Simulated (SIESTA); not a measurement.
Crystal: CdS (Hawleyite).

```
Cd S
1.0
     5.83300    0.00000    0.00000
     0.00000    5.83300    0.00000
     0.00000    0.00000    5.83300
Cd S
4 4
Direct
  0.00000 0.00000 0.00000
  0.00000 0.50000 0.50000
  0.50000 0.00000 0.50000
  0.50000 0.50000 0.00000
  0.25000 0.25000 0.25000
  0.25000 0.75000 0.75000
  0.75000 0.75000 0.25000
  0.75000 0.25000 0.75000
```

Base run:

| Item | Value |
| --- | --- |
| Program | SIESTA 5.4.2 |
| Functional | AM05 |
| Potentials or basis | PseudoDojo 0.4 standard (PBEsol files) |
| Basis | DZP (energy shift 0.003 Ry; two zetas on semicore shells) |
| Grid cutoff | 800 Ry |
| Energy shift | 0.003 Ry |
| k mesh | 5 × 5 × 5 |
| Occupations | fermi-dirac, width 0.05 eV |
| Spin | no spin polarisation |

Its results: band gap on the k mesh 1.34 eV; pressure 0.6 GPa.

Task: The run is repeated on the same cell with these changes: functional from AM05 to PBEsol. What comes out?

Result: Band gap on the k mesh 1.24 eV; pressure 0.0 GPa.

Caveats: an odd mesh through Γ misses points on the zone boundary, where band edges often lie; the basis of atomic orbitals isn't converged, which shifts pressures, moduli and gaps; the potentials were made for another functional, which shifts forces and pressure (some runs).

Not every run made on this cell is shown here.
